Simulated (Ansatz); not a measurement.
## Worked example: C4H9Cl + SiH2(CH3)(OH) → C4H10O + SiH2(CH3)Cl

Species: C4H9Cl (2-chloro-2-methylpropane) `CC(C)(C)Cl`, singlet; SiH2(CH3)(OH), singlet; C4H10O (tert-butanol) `CC(C)(C)O`, singlet; SiH2(CH3)Cl ((chlorosilyl)methane), singlet. The partners trade Cl for OH: C–Cl and Si–OH bonds give way to C–OH and Si–Cl.

Shapes, held fixed at every level: PBE0-D4/def2-TZVP. Flexible molecules stand in one conformer, not always the lowest. Programs: Ansatz 0.2.0. Electronic energies: no zero-point or thermal term.

At CCSD(T)/CBS estimate; 1 Eh = 2625.50 kJ/mol:

```
      species  energy (Eh)
       C4H9Cl  -617.428435
SiH2(CH3)(OH)  -405.969455
       C4H10O  -233.416703
  SiH2(CH3)Cl  -789.976378
```

Q: Work out ΔE of the reaction at this level.

A: 
1. Products less reactants: (-233.416703) + (-789.976378) − [(-617.428435) + (-405.969455)] = 0.004809 Eh = +12.6 kJ/mol.

Other levels give -6.2 (CCSD/def2-SVP) to +17.1 kJ/mol (MP2/def2-TZVPP). No measured value is set beside it here. The CBS estimate extrapolates MP2 from def2-TZVPP and def2-QZVPP and adds CCSD(T) − MP2 in the triple-zeta set, cores frozen.
